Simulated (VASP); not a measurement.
The system is Br.

```xyz
4
Lattice="3.3632 -2.3226 0.0000 3.3632 2.3226 0.0000 0.0000 0.0000 8.7023" Properties=species:S:1:pos:R:3 pbc="T T T"
Br    3.3632    0.6266    3.3948
Br    3.3632    1.6959    7.7459
Br    3.3632   -0.6266    5.3075
Br    3.3632   -1.6959    0.9564
```

Base run:

* Program: VASP 6.6.1
* Functional: PBE
* Potentials or basis: VASP PAW PBE potentials, release 64 (Br)
* Cutoff: 520 eV
* k mesh: 8 × 8 × 4
* Occupations: gaussian, width 0.02 eV
* Spin: no spin polarisation

Its results: band gap on the k mesh 1.87 eV, indirect (least direct gap 1.92 eV); pressure 1.9 GPa; largest force 0.884 eV/Å.

Task: After a change of settings the same cell gave: band gap on the k mesh 1.73 eV, indirect (least direct gap 1.77 eV); pressure -1.2 GPa; largest force 0.729 eV/Å. Which change was it?
A. functional from PBE to r2SCAN; further incar settings from ALGO = Fast; EDIFF = 1e-06 to ALGO = Normal; EDIFF = 1e-06
B. functional from PBE to PBEsol
C. functional from PBE to LDA; potentials or basis from VASP PAW PBE potentials, release 64 (Br) to VASP PAW LDA potentials, release 64 (Br)

Result: C.
